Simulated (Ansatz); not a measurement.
# ScAl3: the cost of one run

Program: Ansatz 0.2.0. Level of theory: DFT PBE, scalar-relativistic, plane waves, PAW, unless a step names another level. These are calculated values, not measurements.

1 further run of the same task is left out (set aside as unsound or not needed).

### 1 The structure to begin with

It takes space group Pm-3m (No. 221, cubic). The conventional cell has a = 4.106 Å, b = 4.106 Å, c = 4.106 Å, α = 90.00°, β = 90.00°, γ = 90.00°. Around Sc (site symmetry m-3m) lie 12 Al at 2.90 Å. Al (site symmetry 4/mmm) is surrounded by 4 Sc at 2.90 Å and 8 Al at 2.90 Å.

Coordinates:

```cif
data_structure
_symmetry_space_group_name_H-M 'Pm-3m'
_symmetry_Int_Tables_number 221
_cell_length_a 4.1059
_cell_length_b 4.1059
_cell_length_c 4.1059
_cell_angle_alpha 90.000
_cell_angle_beta 90.000
_cell_angle_gamma 90.000
_cell_volume 69.22
loop_
_atom_site_label
_atom_site_type_symbol
_atom_site_symmetry_multiplicity
_atom_site_Wyckoff_symbol
_atom_site_fract_x
_atom_site_fract_y
_atom_site_fract_z
_atom_site_occupancy
Sc1 Sc 1 a 0.00000 0.00000 0.00000 1
Al1 Al 3 c 0.50000 0.00000 0.50000 1
```

The cell was relaxed beforehand at this level, from a generated guess; it needn't be the stable form of this composition. At a tolerance of 0.05 Å it has space group Pm-3m (No. 221); it has 17.30 Å³/atom, an uncorrected energy of -0.45 eV/atom over the elements.

### 2 Electronic structure at the relaxed geometry

File input.yaml:

```yaml
crystal:
  lattice:
    - [4.1059087769, 0.0, 0.0]
    - [0.0, 4.1059087769, 0.0]
    - [0.0, 0.0, 4.1059087769]
  atoms:
    - { symbol: Sc, position: [0.0, 0.0, 0.0] }
    - { symbol: Al, position: [0.5, 0.0, 0.5] }
    - { symbol: Al, position: [0.0, 0.5, 0.5] }
    - { symbol: Al, position: [0.5, 0.5, 0.0] }
basis:
  ecutwfc: 420
kpoints:
  mp_grid: { grid: [12, 12, 12] }
  band_path:
    path:
      - [[0.0, 0.0, 0.0], [0.0, 0.5, 0.0], [0.5, 0.5, 0.0], [0.0, 0.0, 0.0], [0.5, 0.5, 0.5], [0.0, 0.5, 0.0]]
      - [[0.5, 0.5, 0.5], [0.5, 0.5, 0.0]]
    npoints: 14
hamiltonian:
  xc: pbe
scf:
  occupations: { method: gaussian, width: 0.1 }
  n_extra_bands: 10
output:
  forces: true
  stress: true
  eigenvalues: true
  populations: true
  dos: { projected: true, de: 0.02, nscf_kmesh: { grid: [15, 15, 15] } }
  bader: true
  write_density: true
  write_potential: true
  elf: true
  volumetric_format: npy
```

Started as:

```console
ansatz run input.yaml --threads 1 --pin off --max-ram 2560MiB --backend cpu --events-out ev --progress --plain --runs-dir out
```

**Question.** How long does this run take on 1 thread of Intel Xeon at 2.50GHz (Skylake/Cascade Lake), shared host, and how much memory does it need?

About 76 s, with a peak of 0.42 GiB.
